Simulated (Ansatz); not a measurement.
# SrO (P6_3/mmc, relaxed from the wurtzite prototype): optical response by level

Aim: the dielectric function of SrO (P6_3/mmc, relaxed from the wurtzite prototype) in the independent-particle picture, and how it depends on the functional and on the gap. The runs, in order: HSE06 for the gap; optics with PBE on 6×6×4; optics with r2SCAN on 6×6×4; optics with PBE and scissors to the HSE06 gap on 6×6×4; optics with PBE with spin-orbit coupling on 6×6×4.

Method: plane waves, PAW; no local fields, no excitons, in Ansatz 0.2.0.

## (1) The system as given

It takes space group P6_3/mmc (No. 194, hexagonal). Conventional cell: a = 4.270 Å, b = 4.270 Å, c = 5.144 Å, α = 90.00°, β = 90.00°, γ = 120.00°. Sr (site symmetry -6m2) has 5 O at 2.47 to 2.57 Å in its first shell of neighbours. O (site symmetry -6m2) has 5 Sr at 2.47 to 2.57 Å in its first shell of neighbours.

Structure file:

```
Sr O
1.0
     4.27003    0.00000    0.00000
    -2.13502    3.69796    0.00000
     0.00000    0.00000    5.14445
Sr O
2 2
Direct
  0.33333 0.66667 0.93750
  0.66667 0.33333 0.43750
  0.33333 0.66667 0.43750
  0.66667 0.33333 0.93750
```

The cell was relaxed beforehand with r2SCAN; those runs aren't shown.

## (2) The gap to aim at

input.yaml

```yaml
crystal:
  lattice:
    - [4.2700309529, 0.0, 0.0]
    - [-2.1350154765, 3.6979552802, 0.0]
    - [0.0, 0.0, 5.144446827]
  atoms:
    - { symbol: Sr, position: [0.3333333333, 0.6666666667, -0.0625] }
    - { symbol: Sr, position: [0.6666666667, 0.3333333333, 0.4375] }
    - { symbol: O, position: [0.3333333333, 0.6666666667, 0.4375] }
    - { symbol: O, position: [0.6666666667, 0.3333333333, 0.9375] }
kpoints:
  mp_grid: { grid: [6, 6, 4] }
  band_path:
    path:
      - [0.0, 0.0, 0.0]
      - [0.5, 0.0, 0.0]
      - [0.3333333333, 0.3333333333, 0.0]
      - [0.0, 0.0, 0.5]
      - [0.5, 0.0, 0.5]
      - [0.3333333333, 0.3333333333, 0.5]
    npoints: 1
hamiltonian:
  xc: hse06
scf:
  occupations: { method: fixed }
  n_extra_bands: 5
output:
  forces: true
  stress: true
  eigenvalues: true
```

The run is started by

```console
$ ansatz run input.yaml --threads 4 --pin off --max-ram 3686MiB --backend cpu --events-out ev --progress --plain --runs-dir out
```

Further steps of the session: Optics, PBE; Optics, r2SCAN; Optics, PBE with a scissors shift; Optics, PBE with spin-orbit coupling.

**Question.** What will the summary of the whole plan be? Wanted: ε∞, PBE; ε∞, r2SCAN; ε∞, PBE with spin-orbit coupling; tallest peak of ε₂, PBE; tallest peak of ε₂, r2SCAN; tallest peak of ε₂, PBE with spin-orbit coupling; HSE06 direct gap.

**Answer**, as computed:

| quantity | value |
| --- | --- |
| ε∞, PBE | 3.61 (xx, yy), 3.50 (zz) |
| ε∞, r2SCAN | 3.34 (xx, yy), 3.20 (zz) |
| ε∞, PBE + 1.35 eV scissors | 3.24 (xx, yy), 3.16 (zz) |
| ε∞, PBE with spin-orbit coupling | 3.39 (xx, yy), 3.33 (zz) |
| tallest peak of ε₂, PBE | 5.3 at 9.45 eV |
| tallest peak of ε₂, r2SCAN | 4.9 at 10.15 eV |
| tallest peak of ε₂, PBE + 1.35 eV scissors | 5.3 at 10.80 eV |
| tallest peak of ε₂, PBE with spin-orbit coupling | 5.2 at 9.45 eV (complete to 13.6 eV) |
| HSE06 direct gap | 4.00 eV |

From PBE to PBE + 1.35 eV scissors the direct gap grows from 2.66 to 4.00 eV, and ε∞ goes from 3.58 to 3.21 (mean of the axes): a wider gap screens less. Spin-orbit coupling moves the direct gap by +0.00 eV; ε∞ doesn't compare between these two runs, as the bands summed differ. The response is anisotropic: with PBE ε∞ is 3.61 (xx, yy), 3.50 (zz). Local fields and excitons are left out: both change ε∞, and without excitons the onset lacks its lines.
